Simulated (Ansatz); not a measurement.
Level of theory: DFT PBE, scalar-relativistic, plane waves, PAW in Ansatz.

Plane waves to 420 eV, a k mesh through Γ of 8×10×6 on the computed 8-atom cell and Gaussian smearing (0.10 eV); no spin polarisation.

```xyz
8
Lattice="5.3045 0.0000 0.0000 0.0000 3.3495 0.0000 0.0000 0.0000 5.7903" Properties=species:S:1:pos:R:3 pbc="T T T"
Ni    5.2924    2.5121    1.0137
Ni    0.0121    0.8374    4.7766
Ni    2.6643    0.8374    3.9089
Ni    2.6401    2.5121    1.8814
Ge    4.2283    2.5121    3.2996
Ge    1.0762    0.8374    2.4907
Ge    3.7285    0.8374    0.4044
Ge    1.5760    2.5121    5.3859
```

Is this geometry at equilibrium? Which atom feels the largest force?

It isn't. Atom 5 (Ge) feels (2.10, 0.00, 1.43) eV/Å, 2.540 eV/Å in size, and symmetry-related atoms feel the same size.

Give all forces and the stress.

```
atom Fx Fy Fz
 Ni1  -0.855  0.000   2.089
 Ni2   0.855  0.000  -2.089
 Ni3   0.855  0.000   2.089
 Ni4  -0.855  0.000  -2.089
 Ge5   2.097  0.000   1.433
 Ge6  -2.097  0.000  -1.433
 Ge7  -2.097  0.000   1.433
 Ge8   2.097  0.000  -1.433
```
Stress (GPa, compression positive):
```
22.29  0.00  0.00
 0.00  8.71  0.00
 0.00  0.00 15.46
```

Cost: 1 run of about 1.1 core-minutes, on Arm Neoverse V1 (shared hosts).